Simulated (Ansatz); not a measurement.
# InSb: the cost of one run

Program: Ansatz 0.2.0. Level of theory: DFT PBE, scalar-relativistic, plane waves, PAW. These are calculated values, not measurements.

3 further runs of the same task are left out: 1 that didn't finish, 2 set aside as unsound or not needed.

## (1) The system as given

It takes space group F-43m (No. 216, cubic). The conventional cell has a = 6.637 Å, b = 6.637 Å, c = 6.637 Å, α = 90.00°, β = 90.00°, γ = 90.00°. In (site symmetry -43m) is surrounded by 4 Sb at 2.87 Å. Around Sb (site symmetry -43m) lie 4 In at 2.87 Å.

As a file:

```cif
data_structure
_symmetry_space_group_name_H-M 'P 1'
_symmetry_Int_Tables_number 1
_cell_length_a 4.6932
_cell_length_b 4.6932
_cell_length_c 4.6932
_cell_angle_alpha 60.000
_cell_angle_beta 60.000
_cell_angle_gamma 60.000
_cell_volume 73.09
loop_
_atom_site_label
_atom_site_type_symbol
_atom_site_fract_x
_atom_site_fract_y
_atom_site_fract_z
_atom_site_occupancy
In1 In 0.00000 0.00000 0.00000 1
Sb1 Sb 0.75000 0.75000 0.75000 1
```

It is the result of an earlier relaxation at this level (volume 36.55 Å³/atom; gap on the mesh: none (metal)).

## (2) Relaxing at 16 GPa

At a set pressure the run lowers the enthalpy E + PV, so the energy alone may rise along the way.

File input.yaml:

```yaml
crystal:
  lattice:
    - [0.0, 3.3185740835, 3.3185740835]
    - [3.3185740835, 0.0, 3.3185740835]
    - [3.3185740835, 3.3185740835, 0.0]
  atoms:
    - { symbol: In, position: [0.0, 0.0, 0.0] }
    - { symbol: Sb, position: [0.75, 0.75, 0.75] }
basis:
  ecutwfc: 420
kpoints:
  mp_grid: { grid: [12, 12, 12] }
hamiltonian:
  xc: pbe
scf:
  occupations: { method: fermi_dirac, width: 0.15 }
output:
  forces: true
  stress: true
  eigenvalues: true
  write_density: true
  write_potential: true
  elf: true
  volumetric_format: npy
relax:
  adjacent_minimum: "off"
  f_tol: 0.001
  max_steps: 60
  cell: { stress_tol: 0.02, p_target: 16.0 }
```

Command:

```console
$ ansatz run input.yaml --threads 1 --pin off --max-ram 3072MiB --backend cpu --events-out ev --progress --plain --runs-dir out
```

What time and memory should one allow on 1 thread of Intel Xeon at 2.70GHz, shared host?

About 2.1 min, with a peak of 0.47 GiB.
